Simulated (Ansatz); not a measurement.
This is a single-point calculation with the plane-wave code Ansatz on ZnSe (F-43m) from a database structure; the level of theory is r2SCAN+rVV10. The geometry is the r2SCAN+rVV10 minimum.

```yaml
crystal:
  lattice:
    - [0.0, 2.8193172663, 2.8193172663]
    - [2.8193172663, 0.0, 2.8193172663]
    - [2.8193172663, 2.8193172663, 0.0]
  atoms:
    - { symbol: Zn, position: [0.0, 0.0, 0.0] }
    - { symbol: Se, position: [0.75, 0.75, 0.75] }
kpoints:
  mp_grid: { grid: [8, 8, 8] }
  band_path:
    path:
      - [0.0, 0.0, 0.0]
      - [-0.5, -0.5, 0.0]
      - [-0.375, -0.375, 0.25]
      - [-0.375, 0.0, 0.375]
      - [0.0, 0.0, 0.5]
      - [-0.5, -0.25, 0.25]
    npoints: 1
hamiltonian:
  xc: r2scan
  dispersion: rvv10
scf:
  occupations: { method: fermi_dirac, width: 0.03 }
  n_extra_bands: 4
output:
  forces: true
  stress: true
  eigenvalues: true
```

The output follows, shortened, with numbered blanks.
```
scf.n_extra_bands = 4 over 14 filled bands (N_el = 28.0): the run solves 18 bands
Functional definition: r2SCAN+rVV10
Crystal: 2 atoms, lattice volume = 44.819 Å³
Basis set: ecut = 500 eV, 1139 PW (Γ)
Symmetry: 24 space group operations
Space group: F-43m (ITA 216)
k-points: 29 of 512 (time reversal used)
rVV10 density: all electrons in the spheres
Free energy (F): -8803.041246 eV
Fermi energy:    7.625832 eV
--- Stress (GPa, compression-positive) ---
[1]
--- Band table (eV; the first three rows and the last of 29) ---
  k-point 0: bands = […, -0.0704, 0.3479, 0.3479, 6.6672, 6.6672, 6.6672, 8.5506, 12.9598, 12.9598, 12.9598]
  k-point 1: bands = […, -0.0531, 0.3465, 0.3465, 5.3937, 6.5089, 6.5089, 9.4786, 12.8894, 13.2265, 13.2265]
  k-point 2: bands = […, -0.0045, 0.3481, 0.3481, 3.5792, 6.1690, 6.1690, 9.9477, 13.6075, 13.6075, 13.7502]
  k-point 28: bands = […, 0.3092, 0.3128, 0.6640, 1.8676, 3.7656, 3.8683, 12.4352, 12.8078, 14.2547, 14.8193]
```

Task: What stood in the gaps? They hold the stress.

Result:
```
[1]
        0.048267       0.000000       0.000000
        0.000000       0.048267       0.000000
        0.000000       0.000000       0.048267
  P = ⅓ Tr σ = 0.0483 GPa (0.483 kbar)
```

The file bands.tsv (bands near the Fermi energy, numbered from 0, rounded):
```tsv
# k_distance	band_9	band_10	band_11	band_12	band_13	band_14	band_15	band_16	band_17
# fermi_ev = 7.625832
# [0, 0, 0] at k_distance = 0.000000
# [-0.5, -0.5, 0] at k_distance = 1.114310
# [-0.375, -0.375, 0.25] at k_distance = 1.508278
# [-0.375, 0, 0.375] at k_distance = 2.190650
# [0, 0, 0.5] at k_distance = 2.873023
# [-0.5, -0.25, 0.25] at k_distance = 3.660959
# levels_relative_to = fermi_ev
0.000	-7.278	-7.278	-0.959	-0.959	-0.959	0.925	5.334	5.334	5.334
1.114	-7.226	-7.091	-5.828	-3.259	-3.259	2.272	2.878	10.597	11.199
1.508	-7.255	-7.001	-5.797	-4.202	-2.843	2.964	5.095	8.682	8.972
2.191	-7.255	-7.001	-5.797	-4.202	-2.843	2.964	5.095	8.682	8.972
2.873	-7.259	-7.113	-6.386	-1.869	-1.869	2.087	5.876	5.876	8.053
3.661	-7.313	-6.962	-5.758	-3.860	-3.757	4.809	5.182	6.629	7.193
```
In order the rows are Γ, X, U, K, L, W.

r2SCAN+rVV10 gives a direct gap of 1.88 eV at Γ. The mean stress is close to zero (0.05 GPa).

Command: `ansatz run input.yaml --threads 2 --pin off --max-ram 2211MiB --backend cpu --events-out ev --progress --plain --runs-dir out`. It took 3.4 s on 2 threads of Intel(R) Xeon(R) 6975P-C (Granite Rapids), on a shared host; peak host memory 0.6 GiB.

The values are computed, spin-unpolarised, and not measurements.

Spin-orbit coupling is left out.
